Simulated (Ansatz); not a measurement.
Runs of Ansatz 0.2.0 on Mo. Symmetry: Im-3m, No. 229, cubic system. The conventional cell has a = 3.168 Å, b = 3.168 Å, c = 3.168 Å, α = 90.00°, β = 90.00°, γ = 90.00°. Around Mo (site symmetry m-3m) lie 8 Mo at 2.74 Å. 

| task | level | potentials or basis | spin | cell | k mesh | cutoff (eV) | points for each segment of the path | q mesh | gap on the mesh (eV) | pressure (GPa) | V0 of scaled cells (Å³/atom) | B0 (GPa) |
| --- | --- | --- | --- | --- | --- | --- | --- | --- | --- | --- | --- | --- |
| equation of state | r2SCAN | Ansatz PAW | off | as given | 12 × 12 × 12 | 500 | - | - | - | - | (b) | 275 |
| band structure | PBEsol | Ansatz PAW | SOC, no magnetisation | as given | 12 × 12 × 12 | 420 | 14 | - | none | -9.5 | - | - |
| equation of state | PBEsol | Ansatz PAW earlier set | off | as given | 12 × 12 × 12 | 500 | - | - | - | - | 15.32 | 283 |
| single point | PBEsol | Ansatz PAW | off | as given | 12 × 12 × 12 | 420 | - | - | none | -9.6 | - | - |
| equation of state | PBEsol | PseudoDojo stringent | off | as given | 12 × 12 × 12 | 1088 | - | - | - | - | 15.34 | 283 |
| phonons | PBEsol | Ansatz PAW | off | as given | 10 × 10 × 10 | 420 | 8 | 2 × 2 × 2 | none | - | - | - |
| equation of state | PBEsol | JTH PAW | off | as given | 12 × 12 × 12 | 1800 | - | - | - | - | 15.34 | 283 |
| single point | PBEsol | Ansatz PAW | off | cell strained at random at fixed volume | 12 × 12 × 12 | 420 | - | - | none | -9.4 | - | - |
| equation of state | LDA | Ansatz PAW | off | as given | 12 × 12 × 12 | 420 | - | - | - | - | (a) | 297 |
| equation of state | PBEsol | Ansatz PAW | off | as given | 12 × 12 × 12 | 420 | - | - | - | - | 15.32 | 283 |
| equation of state | PBEsol | PseudoDojo standard | off | as given | 12 × 12 × 12 | 1088 | - | - | - | - | 15.34 | 283 |

Alike in all rows: smearing fermi-dirac 0.05 eV.

**Question.** Estimate the missing entries.

**Answer.** (a) 15.06; (b) 15.62.

Caveats: the PAW data sets come from PBE, with cores solved anew for the run's functional, which leaves a small shift of forces and pressure (some runs); the PAW data sets were made with another functional, which shifts forces and pressure a little (some runs); some modes are imaginary (some runs); some levels weren't fully converged (some runs).

A k mesh can miss the band edges, and rows without SOC leave out spin-orbit coupling on Mo.

A gap of «none» marks a metal or a gap under the smearing width.

Runs at the PBE level aren't shown here.
